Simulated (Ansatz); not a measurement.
Pd:

```xyz
1
Lattice="0.0000 1.9465 1.9465 1.9465 0.0000 1.9465 1.9465 1.9465 0.0000" Properties=species:S:1:pos:R:3 pbc="T T T"
Pd    0.0000    0.0000    0.0000
```

- Program: Ansatz 0.2.0
- Task: relaxation of cell and atoms
- Functional: PBEsol
- Dispersion: D4
- Potentials or basis: Ansatz PAW
- Cutoff: 420 eV (not typed: the program's choice for these potentials)
- k mesh: 12 × 12 × 12
- Occupations: fermi-dirac, width 0.05 eV
- Spin: no spin polarisation

At the start: volume 14.75 Å³/atom.

**Question.** How do energy, volume and symmetry change on relaxing?

**Answer.** It ends after 5 steps and the volume is 14.33 Å³/atom (-2.9 %); space group Fm-3m (No. 225, to 0.05 Å).

The path:
| step | energy change (eV) | largest force (eV/Å) | volume (Å³) |
| --- | --- | --- | --- |
| 1 | 0.0000 | 0.0000 | 14.75 |
| 2 | -0.0029 | 0.0000 | 14.00 |
| 3 | -0.0080 | 0.0000 | 14.35 |
| 4 | -0.0080 | 0.0000 | 14.33 |
| 5 | -0.0079 | 0.0000 | 14.33 |

Final structure:
```
CELL_PARAMETERS angstrom
0.00000 1.92776 1.92776
1.92776 0.00000 1.92776
1.92776 1.92776 0.00000
ATOMIC_POSITIONS crystal
Pd 0.00000 0.00000 0.00000
```

Caveat: the plane-wave basis is chosen anew once the cell has moved, so the energies of steps on either side of that aren't comparable; the PAW data sets come from PBE, with cores solved anew for the run's functional, which leaves a small shift of forces and pressure.
